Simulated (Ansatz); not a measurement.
HfS2 (CdI2 type), relaxed with r2SCAN+rVV10 in Ansatz. The symmetry is P-3m1 (No. 164, trigonal); conventional cell a = 3.630 Å, c = 5.878 Å, 22.36 Å³ an atom. Hf is surrounded by 6 S at 2.54 Å; S is surrounded by 3 Hf at 2.54 Å.

The axes x, y and z are those of this cell:
```
Hf S
1.0
     3.63030    0.00000    0.00000
    -1.81515    3.14393    0.00000
     0.00000    0.00000    5.87836
Hf S
1 2
Direct
  0.00000 0.00000 0.00000
  0.33333 0.66667 0.24463
  0.66667 0.33333 0.75537
```

Unstrained: PBE gives an indirect gap of 1.027 eV, from k = (-0.083, 0.003, 0.003) to L; the least direct gap is 1.893 eV at k = (0, 1/4, 1/4). r2SCAN gives an indirect gap of 1.345 eV, from k = (-0.083, 0.003, 0.003) to L; the least direct gap is 2.241 eV at k = (0, 1/4, 1/4). The HSE06 gap is indirect, 1.851 eV (k = (-0.083, 0.003, 0.003) to L), below the direct gap of 2.821 eV at k = (0, 1/4, 1/4). r2SCAN+SOC gives an indirect gap of 1.339 eV, from k = (-0.083, 0.003, 0.003) to L; the least direct gap is 2.196 eV at Γ. Meshes: PBE 12×12×4, r2SCAN 12×12×4, HSE06 6×6×4, r2SCAN+SOC 12×12×4. Strains are changes of length per length. After each strain the atoms were relaxed again with r2SCAN+rVV10 within the symmetry that the strain leaves, so tilts or polar shifts that break it weren't tested; points keep the names that they have in the unstrained zone. Non-magnetic throughout; all numbers are computed.

**Question.** Estimate what isotropic -3.0 % on every length does to the gap.

**Answer.** PBE: the gap goes from 1.027 to 0.620 eV (-0.407 eV); the edges go from (-0.083, 0.003, 0.003) → L to Γ → L. r2SCAN: the gap goes from 1.345 to 0.926 eV (-0.419 eV); the edges go from (-0.083, 0.003, 0.003) → L to Γ → L. HSE06: the gap goes from 1.851 to 1.384 eV (-0.467 eV); the edges go from (-0.083, 0.003, 0.003) → L to Γ → L. r2SCAN+SOC: the gap goes from 1.339 to 0.901 eV (-0.438 eV); the edges go from (-0.083, 0.003, 0.003) → L to Γ → L.

**Question.** Estimate what isotropic +1.0 % on every length does to the gap.

**Answer.** PBE: the gap goes from 1.027 to 1.134 eV (+0.107 eV); the edges go from (-0.083, 0.003, 0.003) → L to (-0.109, 0.052, 0) → L. r2SCAN: the gap goes from 1.345 to 1.455 eV (+0.110 eV); the edges go from (-0.083, 0.003, 0.003) → L to (-0.109, 0.052, 0) → L. HSE06: the gap goes from 1.851 to 1.973 eV (+0.122 eV); the edges go from (-0.083, 0.003, 0.003) → L to (-0.109, 0.052, 0) → L. r2SCAN+SOC: the gap goes from 1.339 to 1.451 eV (+0.112 eV); the edges go from (-0.083, 0.003, 0.003) → L to (-0.109, 0.052, 0) → L.

**Question.** Apply isotropic +4.0 % on every length. How far does the gap move, against the unstrained cell?

**Answer.** PBE: the gap goes from 1.027 to 1.390 eV (+0.363 eV); the edges go from (-0.083, 0.003, 0.003) → L to Γ–K (0.22) → L. r2SCAN: the gap goes from 1.345 to 1.718 eV (+0.373 eV); the edges go from (-0.083, 0.003, 0.003) → L to Γ–K (0.22) → L. HSE06: the gap goes from 1.851 to 2.262 eV (+0.411 eV); the edges go from (-0.083, 0.003, 0.003) → L to Γ–K (0.22) → L. r2SCAN+SOC: the gap goes from 1.339 to 1.715 eV (+0.376 eV); the edges go from (-0.083, 0.003, 0.003) → L to Γ–K (0.22) → L.

**Question.** Estimate what isotropic -2.0 % on every length does to the gap.

**Answer.** PBE: the gap goes from 1.027 to 0.771 eV (-0.256 eV); the edges go from (-0.083, 0.003, 0.003) → L to (-0.057, 0.026, 0) → L. r2SCAN: the gap goes from 1.345 to 1.081 eV (-0.264 eV); the edges go from (-0.083, 0.003, 0.003) → L to (-0.057, 0.026, 0) → L. HSE06: the gap goes from 1.851 to 1.558 eV (-0.293 eV); the edges go from (-0.083, 0.003, 0.003) → L to (-0.057, 0.026, 0) → L. r2SCAN+SOC: the gap goes from 1.339 to 1.060 eV (-0.279 eV); the edges go from (-0.083, 0.003, 0.003) → L to Γ → L.

**Question.** Apply isotropic -1.0 % on every length. How far does the gap move, against the unstrained cell?

**Answer.** PBE: the gap goes from 1.027 to 0.906 eV (-0.121 eV); the edges go from (-0.083, 0.003, 0.003) → L to (-0.078, 0.036, 0) → L. r2SCAN: the gap goes from 1.345 to 1.221 eV (-0.124 eV); the edges go from (-0.083, 0.003, 0.003) → L to (-0.078, 0.036, 0) → L. HSE06: the gap goes from 1.851 to 1.713 eV (-0.138 eV); the edges go from (-0.083, 0.003, 0.003) → L to (-0.078, 0.036, 0) → L. r2SCAN+SOC: the gap goes from 1.339 to 1.208 eV (-0.131 eV); the edges go from (-0.083, 0.003, 0.003) → L to Γ → L.

**Question.** Apply isotropic +3.0 % on every length. How far does the gap move, against the unstrained cell?

**Answer.** PBE: the gap goes from 1.027 to 1.315 eV (+0.288 eV); the edges go from (-0.083, 0.003, 0.003) → L to Γ–K (0.20) → L. r2SCAN: the gap goes from 1.345 to 1.641 eV (+0.296 eV); the edges go from (-0.083, 0.003, 0.003) → L to Γ–K (0.20) → L. HSE06: the gap goes from 1.851 to 2.177 eV (+0.326 eV); the edges go from (-0.083, 0.003, 0.003) → L to Γ–K (0.20) → L. r2SCAN+SOC: the gap goes from 1.339 to 1.638 eV (+0.299 eV); the edges go from (-0.083, 0.003, 0.003) → L to Γ–K (0.20) → L.

**Question.** Apply isotropic +2.0 % on every length. How far does the gap move, against the unstrained cell?

**Answer.** PBE: the gap goes from 1.027 to 1.230 eV (+0.203 eV); the edges go from (-0.083, 0.003, 0.003) → L to Γ–K (0.19) → L. r2SCAN: the gap goes from 1.345 to 1.554 eV (+0.209 eV); the edges go from (-0.083, 0.003, 0.003) → L to Γ–K (0.19) → L. HSE06: the gap goes from 1.851 to 2.082 eV (+0.231 eV); the edges go from (-0.083, 0.003, 0.003) → L to Γ–K (0.19) → L. r2SCAN+SOC: the gap goes from 1.339 to 1.551 eV (+0.212 eV); the edges go from (-0.083, 0.003, 0.003) → L to Γ–K (0.19) → L.

**Question.** Estimate what isotropic -4.0 % on every length does to the gap.

**Answer.** PBE: the gap goes from 1.027 to 0.453 eV (-0.574 eV); the edges go from (-0.083, 0.003, 0.003) → L to Γ → L. r2SCAN: the gap goes from 1.345 to 0.754 eV (-0.591 eV); the edges go from (-0.083, 0.003, 0.003) → L to Γ → L. HSE06: the gap goes from 1.851 to 1.191 eV (-0.660 eV); the edges go from (-0.083, 0.003, 0.003) → L to Γ → L. r2SCAN+SOC: the gap goes from 1.339 to 0.728 eV (-0.611 eV); the edges go from (-0.083, 0.003, 0.003) → L to Γ → L.

Only the levels marked +SOC include spin-orbit coupling.

Where an edge lies off the special points, it is a point of the mesh or the k point where a search put PBE's edge or least direct gap, reused for the other functionals, whose own edges may lie a little apart.

Coordinates of k points refer to the reciprocal vectors of the primitive cell of the runs.

The meshes of the hybrids are coarse, so their gaps aren't converged to the digits shown.
